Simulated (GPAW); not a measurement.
Computed results, one entry a study.

```cif
data_case
_symmetry_space_group_name_H-M 'P 1'
_symmetry_Int_Tables_number 1
_cell_length_a 4.6831
_cell_length_b 4.6831
_cell_length_c 11.4000
_cell_angle_alpha 90.000
_cell_angle_beta 90.000
_cell_angle_gamma 120.000
_cell_volume 216.53
loop_
_atom_site_label
_atom_site_type_symbol
_atom_site_fract_x
_atom_site_fract_y
_atom_site_fract_z
_atom_site_occupancy
Ca1 Ca 0.33333 0.66667 0.49884 1
Se2 Se 0.66667 0.33333 0.50118 1
_calc_subject 'How the form of the self-energy moves the gap of CaSe (honeycomb monolayer)'
_calc_method 'DFT, LDA, plane waves, PAW (and 3 further levels or steps)'
_calc_program 'GPAW 26.7.0'
_calc_settings 'cutoff 450 eV, GPAW PAW setups 1.2.1 data release, 6×6×1 k-mesh, nbands 361'
_calc_notes 'The structure was relaxed with LDA. Limits: no spin-orbit coupling.'
_calc_one_shot_hse06 '4.015 eV'
_calc_g0w0_extrapolated_in_the_cutoff '5.748 eV'
_calc_one_shot_hartree_fock '9.228 eV'
_calc_known_limits 'short of the basis limit; no spin-orbit coupling'
```

[Long decimals in the printed logs are rounded to 6 places.]

[Logs are printed without paths, hosts, clocks, repeated set-up lines and the standing remarks that a program may print on its own settings, such as how far it seeks lower states.]

[Paths, hosts, dates, memory and timing lines, banners, echoed tables and standing remarks are left out of the program output; an Ansatz launch command may be rebuilt from the run's recorded settings. Measured values are a selection of at most five: reports struck by readers or far from the other reports are left out. None is set beside runs whose start may be inverted or whose files or cutoffs have a known fault.]

[Runs of the session that timed out or met a known fault of the program may be left out.]

[Hosts, paths, dates, database ids (printed as entryN), source tags and the programs' standing remarks are cut or masked in the printed files.]

[Where the starting crystal was built by hand or by swapping elements, it need not be the compound's stable phase.]
